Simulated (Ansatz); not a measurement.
**Pb in Ansatz: the effect of target pressure**

Pb:

```
CELL_PARAMETERS angstrom
3.03861 -1.75032 0.00000
3.03861 1.75032 0.00000
-2.11546 0.00000 6.09522
ATOMIC_POSITIONS crystal
Pb 0.90851 0.90851 0.72629
Pb 0.09149 0.09149 0.27371
```

This isn't the form of Pb at room conditions, which is fcc.

Alike in all runs:

```yaml
Program: Ansatz 0.2.0
Task: relaxation of cell and atoms
Functional: PBEsol
Potentials_or_basis: Ansatz PAW
Cutoff: "420 eV (not typed: the program's choice for these potentials)"
k_mesh: 9 × 9 × 5
Occupations: fermi-dirac, width 0.05 eV
Spin: no spin polarisation
```

Each run relaxes the cell or the atoms first.

```tsv
target pressure	relaxed volume (Å³/atom)
0 GPa	30.05
2 GPa	?
5 GPa	27.61
10 GPa	25.95
20 GPa	23.73
30 GPa	22.21
```

Q: What does the run with target pressure 2 GPa give?

A: Relaxed volume 28.92 Å³/atom.

Worked out: In Murnaghan's law V^(-B') rises as a straight line in P. The other rows fit best with B' = 4.2, V0 = 30.06 Å³/atom and B0 = 49 GPa, which gives 28.95 Å³/atom at 2 GPa, against the run's 28.92.

Caveats: the plane-wave basis is chosen anew once the cell has moved, so the energies of steps on either side of that aren't comparable; the PAW data sets come from PBE, with cores solved anew for the run's functional, which leaves a small shift of forces and pressure; the volume moved by over 15 % at a fixed basis, so the end points are rough (some runs).
